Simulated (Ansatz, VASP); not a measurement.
Given: the input of a run of VASP 6.6.1 on BeTe.

The input INCAR:

```
PREC     = Accurate       # precision mode
ENCUT    = 520            # plane-wave cutoff, eV
EDIFF    = 1E-7           # SCF threshold, eV
ISMEAR   = -1             # smearing method
SIGMA    = 0.05           # smearing width, eV
LREAL    = F              # projectors in reciprocal space
LASPH    = T              # aspherical terms in the spheres
NELM     = 100            # most SCF steps
ALGO     = Normal         # electronic algorithm
ISIF     = 2              # what is computed and relaxed
LWAVE    = F              # write WAVECAR
LCHARG   = F              # write CHGCAR
GGA      = PE             # functional
NBANDS   = 11             # bands
```

KPOINTS

```
Automatic mesh
0
Gamma
  8 8 8
```

Contents of POSCAR:

```
BeTe
1.0
    0.0000000000      2.7325629784      2.7325629784
    2.7325629784      0.0000000000      2.7325629784
    2.7325629784      2.7325629784      0.0000000000
Te Be
1 1
Direct
    0.7500000000      0.7500000000      0.7500000000
    0.0000000000      0.0000000000      0.0000000000
```

Potentials or basis: VASP PAW PBE potentials, release 64 (Te, Be).

Run with:

```bash
$ cat potpaw_PBE.64/Te/POTCAR potpaw_PBE.64/Be/POTCAR > POTCAR
$ mpirun -np 1 vasp_std > vasp.out
```

Question: Set up the same calculation for Ansatz 0.2.0. Potentials there: Ansatz PAW.

Answer: As run (the cutoff follows the program's own potentials):

input.yaml

```yaml
crystal:
  lattice:
    - [0.0, 2.7325629784, 2.7325629784]
    - [2.7325629784, 0.0, 2.7325629784]
    - [2.7325629784, 2.7325629784, 0.0]
  atoms:
    - { symbol: Te, position: [0.75, 0.75, 0.75] }
    - { symbol: Be, position: [0.0, 0.0, 0.0] }
hamiltonian:
  xc: pbe
  pseudopotentials: { kind: paw }
kpoints:
  mp_grid: { grid: [8, 8, 8] }
scf:
  occupations: { method: fermi_dirac, width: 0.05 }
output:
  forces: true
  stress: true
  eigenvalues: true
```

Potentials or basis: Ansatz PAW.

Command:

```console
$ ansatz run input.yaml --threads 1 --pin off --max-ram 3584MiB --backend cpu --events-out ev --progress --plain --runs-dir out
```

Both were run:

|  | VASP | Ansatz | Ansatz less VASP |
| --- | --- | --- | --- |
| gap on the k mesh at the Fermi level (eV) | 1.74 | 1.75 | +0.018 |
| least direct gap on the mesh (eV) | 3.52 | 3.54 | +0.024 |
| pressure (GPa) | 7.7 | 7.5 | -0.21 |

The two sets of potentials don't hold the same shells in valence.

Caveats: spin-orbit coupling is left out, which moves the levels of the heavy elements. A k mesh can miss the band edges.
